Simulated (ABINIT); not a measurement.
# Mo (Im-3m) in ABINIT: a series of runs, part 2 of 2

ABINIT 10.8.3 (patched build). The steps go on from the part before.

### 5 Band structure, LDA

File run.abi:

```
# Datasets: ground state, then fixed potential
ndtset 2

# Pseudopotentials
pp_dirpath "./"
pseudos "Mo.hgh"

# Structure
acell 5.1839677754 5.1839677754 5.1839677754
rprim
    -0.5773502692     0.5773502692     0.5773502692
     0.5773502692    -0.5773502692     0.5773502692
     0.5773502692     0.5773502692    -0.5773502692
ntypat 1
znucl 42
natom 1
typat 1
xred
     0.0000000000     0.0000000000     0.0000000000

# Plane-wave basis
ecut 489.804952 eV

# Exchange and correlation
ixc 7

# Bands and occupations
occopt 3
tsmear 0.05 eV

# SCF cycle
nstep 100

# Output
iomode 3
prtwf 0
prteig 0
prtebands 0
enunit 1
prtden1 1
prtvha1 1
prtvclmb1 1
prtpot1 1
prtelf1 1

# Dataset 1
kptopt1 1
ngkpt1 12 12 12
nshiftk1 1
shiftk1 0.0 0.0 0.0
nband1 7
tolvrs1 1.0e-10

# Dataset 2: bands along G-H-N-G-P-H
iscf2 -2
getden2 1
nband2 13
nbdbuf2 4
tolwfr2 1.0e-11
kptopt2 -5
ndivsm2 6
prteig2 1
prtvol2 -3
kptbounds2
     0.0000000000     0.0000000000     0.0000000000
     0.5000000000    -0.5000000000     0.5000000000
     0.0000000000     0.0000000000     0.5000000000
     0.0000000000     0.0000000000     0.0000000000
     0.2500000000     0.2500000000     0.2500000000
     0.5000000000    -0.5000000000     0.5000000000
```

Potentials or basis: HGH LDA.

Run with:

```sh
$ abinit run.abi > log 2>&1
```

run.abo:

```text
.Version 10.8.3 of ABINIT
 DATASET    1 : space group Im -3 m (#229); Bravais cI (body-center cubic)
================================================================================
 Values of the parameters that define the memory need for DATASET  1.
     intxc =       0    ionmov =       0      iscf =       7    lmnmax =       6
     lnmax =       6     mgfft =      20  mpssoang =       3    mqgrid =    3001
     natom =       1  nloc_mem =       1    nspden =       1   nspinor =       1
    nsppol =       1      nsym =      48    n1xccc =       0    ntypat =       1
    occopt =       3   xclevel =       1
       mpw =         402          nfft =        8000          nkpt =          72
================================================================================
================================================================================

 DATASET    2 : space group Im -3 m (#229); Bravais cI (body-center cubic)
================================================================================
[... 615 lines left out ...]
  -5.91714   -5.91714   -1.43986    1.59850    1.59850    8.71696    8.71696    9.18323
  19.78726   21.60746   21.60746   30.40793   32.44684
 kpt#  34, nband= 13, wtk=  1.00000, kpt=  0.4643 -0.3929  0.4643 (reduced coord)
  -6.54430   -6.54430    1.08664    2.24843    2.24843    8.00448    8.00448    8.43895
  18.04733   22.16585   22.16585   29.78623   34.57848
 kpt#  35, nband= 13, wtk=  1.00000, kpt=  0.5000 -0.5000  0.5000 (reduced coord)
  -6.76264   -6.76264    2.57717    2.57717    2.57717    7.64795    7.64795    7.64795
  17.28708   22.46374   22.46374   29.32246   36.36371

== END DATASET(S) ==============================================================
================================================================================

 -outvars: echo values of variables after computation  --------
            acell      5.1839677754E+00  5.1839677754E+00  5.1839677754E+00 Bohr
           etotal1    -8.0074863850E+00
            fcart1    -0.0000000000E+00 -0.0000000000E+00 -0.0000000000E+00
            rprim     -5.7735026920E-01  5.7735026920E-01  5.7735026920E-01
                       5.7735026920E-01 -5.7735026920E-01  5.7735026920E-01
                       5.7735026920E-01  5.7735026920E-01 -5.7735026920E-01
           strten1     7.6677951357E-04  7.6677951357E-04  7.6677951357E-04
                       0.0000000000E+00  0.0000000000E+00  0.0000000000E+00
 Calculation completed.
```

It took 5.6 s on 1 thread of Intel Xeon at 2.70GHz, shared host; peak memory 0.11 GiB.

What came out:

```yaml
Free_energy: -217.8948 eV
Band_gap_on_the_k_mesh: none (metal or under the smearing width)
Valence_electrons_inside_the_program's_atomic_spheres: Mo 2.84 (radii [1.0584] Å)
```

Levels at the corners of the path, in eV from the Fermi level:
```tsv
point	band 1	band 2	band 3	band 4	band 5	band 6
Γ	-7.51	-1.42	-1.42	-1.42	1.79	1.79
H	-5.23	-5.23	4.11	4.11	4.11	9.18
N	-5.30	-3.41	1.41	1.74	2.45	4.88
Γ	-7.51	-1.42	-1.42	-1.42	1.79	1.79
P	-2.74	-2.74	-2.74	2.62	2.62	9.77
H	-5.23	-5.23	4.11	4.11	4.11	9.18
```

Caveat: the cutoff is too short for stress, so the log's stress isn't used; HGH potentials are hard and often keep d shells in the core, so these values are rough.

### 6 Equation of state, PBE, spin-orbit coupling, no magnetisation

File run.abi:

```
# Datasets: one volume each
ndtset 7
getwfk -1
scalecart1 3*0.9795861087
scalecart2 3*0.9864848297
scalecart3 3*0.9932883884
scalecart4 3*1.0000000000
scalecart5 3*1.0066227096
scalecart6 3*1.0131594038
scalecart7 3*1.0196128224

# Pseudopotentials
pp_dirpath "./"
pseudos "Mo.GGA_PBE-JTH.xml"

# Structure
acell 3*1.0 Angstrom
rprim
    -1.5838089719     1.5838089719     1.5838089719
     1.5838089719    -1.5838089719     1.5838089719
     1.5838089719     1.5838089719    -1.5838089719
ntypat 1
znucl 42
natom 1
typat 1
xred
     0.0000000000     0.0000000000     0.0000000000

# Plane-wave basis
ecut 15.0
pawecutdg 30.0

# k points
kptopt 4
ngkpt 12 12 12
nshiftk 1
shiftk 0.0 0.0 0.0

# Exchange and correlation
ixc 11

# Bands and occupations
nband 22
occopt 3
tsmear 0.00183747

# Spin
nspinor 2
nspden 1
pawspnorb 1

# SCF cycle
nstep 100
tolvrs 1.0e-9

# Output
iomode 3
prtwf 1
prtden 0
prteig 0
prtebands 0
enunit 1
```

Potentials or basis: JTH PAW PBE v2.0.

Run with:

```sh
$ abinit run.abi > log 2>&1
```

run.abo:

```text
.Version 10.8.3 of ABINIT
 DATASET    1 : space group I4 3 2 (#211); Bravais cI (body-center cubic)
================================================================================
 Values of the parameters that define the memory need for DATASET  1.
     intxc =       0    ionmov =       0      iscf =      17    lmnmax =      18
     lnmax =       6     mgfft =      18  mpssoang =       3    mqgrid =    3001
     natom =       1  nloc_mem =       2    nspden =       1   nspinor =       2
    nsppol =       1      nsym =      24    n1xccc =       1    ntypat =       1
    occopt =       3   xclevel =       2
       mpw =         321          nfft =        5832          nkpt =          88
 PAW method is used; the additional fine FFT grid is defined by:
   mgfftf=        27    nfftf =     19683
================================================================================
================================================================================
[... 71 lines left out ...]
 DATASET    7 : space group I4 3 2 (#211); Bravais cI (body-center cubic)
================================================================================
 Values of the parameters that define the memory need for DATASET  7.
     intxc =       0    ionmov =       0      iscf =      17    lmnmax =      18
     lnmax =       6     mgfft =      20  mpssoang =       3    mqgrid =    3001
     natom =       1  nloc_mem =       2    nspden =       1   nspinor =       2
    nsppol =       1      nsym =      24    n1xccc =       1    ntypat =       1
    occopt =       3   xclevel =       2
       mpw =         327          nfft =        8000          nkpt =          88
 PAW method is used; the additional fine FFT grid is defined by:
   mgfftf=        30    nfftf =     27000
[... 1330 lines left out ...]
            acell      1.8897261259E+00  1.8897261259E+00  1.8897261259E+00 Bohr
           etotal1    -6.8848627321E+01
           etotal2    -6.8849588297E+01
           etotal3    -6.8850086584E+01
           etotal4    -6.8850168294E+01
           etotal5    -6.8849875651E+01
           etotal6    -6.8849248262E+01
           etotal7    -6.8848329387E+01
            fcart1    -0.0000000000E+00 -0.0000000000E+00 -0.0000000000E+00
            fcart2    -0.0000000000E+00 -0.0000000000E+00 -0.0000000000E+00
            fcart3    -0.0000000000E+00 -0.0000000000E+00 -0.0000000000E+00
            fcart4    -0.0000000000E+00 -0.0000000000E+00 -0.0000000000E+00
            fcart5    -0.0000000000E+00 -0.0000000000E+00 -0.0000000000E+00
            fcart6    -0.0000000000E+00 -0.0000000000E+00 -0.0000000000E+00
            fcart7    -0.0000000000E+00 -0.0000000000E+00 -0.0000000000E+00
            rprim1    -1.5514772677E+00  1.5514772677E+00  1.5514772677E+00
                       1.5514772677E+00 -1.5514772677E+00  1.5514772677E+00
                       1.5514772677E+00  1.5514772677E+00 -1.5514772677E+00
[... 17 lines left out ...]
                       1.6148719360E+00  1.6148719360E+00 -1.6148719360E+00
           strten1    -5.6204349468E-04 -5.6204349468E-04 -5.6204349468E-04
                       0.0000000000E+00  0.0000000000E+00  0.0000000000E+00
           strten2    -3.3489153234E-04 -3.3489153234E-04 -3.3489153234E-04
                       0.0000000000E+00  0.0000000000E+00  0.0000000000E+00
           strten3    -1.3042208463E-04 -1.3042208463E-04 -1.3042208463E-04
                       0.0000000000E+00  0.0000000000E+00  0.0000000000E+00
           strten4     5.3690384953E-05  5.3690384953E-05  5.3690384953E-05
                       0.0000000000E+00  0.0000000000E+00  0.0000000000E+00
           strten5     2.1873010917E-04  2.1873010917E-04  2.1873010917E-04
                       0.0000000000E+00  0.0000000000E+00  0.0000000000E+00
           strten6     3.6664784717E-04  3.6664784717E-04  3.6664784717E-04
                       0.0000000000E+00  0.0000000000E+00  0.0000000000E+00
           strten7     4.9703940762E-04  4.9703940762E-04  4.9703940762E-04
                       0.0000000000E+00  0.0000000000E+00  0.0000000000E+00
 Calculation completed.
```

Wall time 3.1 min (1 thread of Intel Xeon at 2.70GHz, shared host); peak memory 0.15 GiB.

Results:

```yaml
Equilibrium_volume: 15.80 Å³/atom
Bulk_modulus: 262 GPa
Pressure_derivative_of_the_bulk_modulus: 4.6
```

Energy against volume, from the lowest point:
```csv
volume (Å³/atom),energy (meV/atom)
14.938,41.93
15.256,15.78
15.574,2.22
15.892,0.00
16.209,7.96
16.527,25.04
16.845,50.04
```

Caveat: pressures at fixed basis lie under the slope of the energies.

### 7 Summary

```tsv
task	level	spin	cutoff (eV)	fine-grid cutoff	gap on the mesh (eV)	pressure (GPa)	V0 of scaled cells (Å³/atom)	B0 (GPa)
band structure	BLYP	SOC, no magnetisation	408	816.342 eV	none	8.5	-	-
equation of state	PBE	off	354	707.496 eV	-	-	15.79	260
band structure	revPBE	off	408	816.342 eV	none	0.6	-	-
equation of state	PBE	SOC, no magnetisation	408	816.342 eV	-	-	15.80	262
```

Alike in all rows: potentials or basis JTH PAW PBE v2.0; cell as given; k mesh 12 × 12 × 12; smearing fermi-dirac 0.05 eV.

Caveats: the PAW data sets were made with another functional, which shifts forces and pressure a little (some runs); pressures at fixed basis lie under the slope of the energies (some runs).

Absolute energies hang on the potentials; compare differences alone.
